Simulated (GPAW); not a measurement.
Crystal: Sc.

```
Sc
1.0
    -1.91721    1.91721    1.71760
     1.91721   -1.91721    1.71760
     1.91721    1.91721   -1.71760
Sc
1
Direct
  0.00000 0.00000 0.00000
```

This isn't the form of Sc at room conditions, which is hcp.

- Program: GPAW 26.7.0
- Task: single point
- Functional: PBE
- Potentials or basis: GPAW PAW data sets (gpaw-data 1.2.1)
- Cutoff: 600 eV
- Basis: pw
- k mesh: 10 × 10 × 10
- Occupations: fermi-dirac, width 0.05 eV
- Spin: no spin polarisation

On this cell: pressure -0.9 GPa; band gap on the k mesh none (metal or under the smearing width).

The same run follows on a disturbed copy (cell strained at random at fixed volume):

```xyz
1
Lattice="-2.0017 1.9652 1.8153 1.9171 -1.8943 1.6417 1.9375 1.8301 -1.7361" Properties=species:S:1:pos:R:3 pbc="T T T"
Sc   -0.0071   -0.0146    0.0243
```

Q: What does the disturbed cell give?

A: The energy (extrapolated to zero smearing) moves by +10.0 meV/atom; pressure -0.9 GPa; band gap on the k mesh none (metal or under the smearing width).

Stress tensor (GPa, compression positive):
```
-0.99  1.10  1.38
 1.10 -1.51 -1.12
 1.38 -1.12 -0.23
```
